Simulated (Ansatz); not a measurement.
Runs of Ansatz 0.2.0 on Pb. It takes space group Im-3m (No. 229, cubic). The conventional cell has a = 3.959 Å, b = 3.959 Å, c = 3.959 Å, α = 90.00°, β = 90.00°, γ = 90.00°. Around Pb (site symmetry m-3m) lie 8 Pb at 3.43 Å. This isn't the form of Pb at room conditions, which is fcc.

| task | level | spin | cell | k mesh | cutoff (eV) | q mesh | points for each segment of the path | target pressure (GPa) | atoms under strain | gap on the mesh (eV) | pressure (GPa) |
| --- | --- | --- | --- | --- | --- | --- | --- | --- | --- | --- | --- |
| phonons | PBEsol | off | as given | 8 × 8 × 8 | 420 | 4 × 4 × 4 | 8 | - | - | none | - |
| relaxation of cell and atoms | PBEsol | off | relaxed to 30 GPa | 9 × 9 × 9 | 420 | - | - | 30 | - | none | 30.0 |
| relaxation of cell and atoms | PBEsol | off | relaxed to 10 GPa | 9 × 9 × 9 | 420 | - | - | 10 | - | none | 10.0 |
| band structure | PBEsol | SOC, no magnetisation | as given | 9 × 9 × 9 | 420 | - | 14 | - | - | none | (a) |
| elastic constants | PBEsol | off | as given | 8 × 8 × 8 | 420 | - | - | - | clamped | none | -1.4 |
| relaxation of cell and atoms | PBEsol | off | relaxed to 2 GPa | 9 × 9 × 9 | 420 | - | - | 2 | - | none | 2.0 |

Alike in all rows: potentials or basis Ansatz PAW; smearing fermi-dirac 0.05 eV.

Q: Estimate the missing entries.

A: (a) -1.1.

Caveats: the PAW data sets come from PBE, with cores solved anew for the run's functional, which leaves a small shift of forces and pressure; the plane-wave basis is chosen anew once the cell has moved, so the energies of steps on either side of that aren't comparable (some runs); some modes are imaginary (some runs); some levels weren't fully converged (some runs); the elastic tensor has a negative eigenvalue, so either the cell is unstable as it stands or the mesh is too thin (some runs).

A k mesh can miss the band edges, and rows without SOC leave out spin-orbit coupling on Pb.

A gap of «none» marks a metal or a gap under the smearing width.
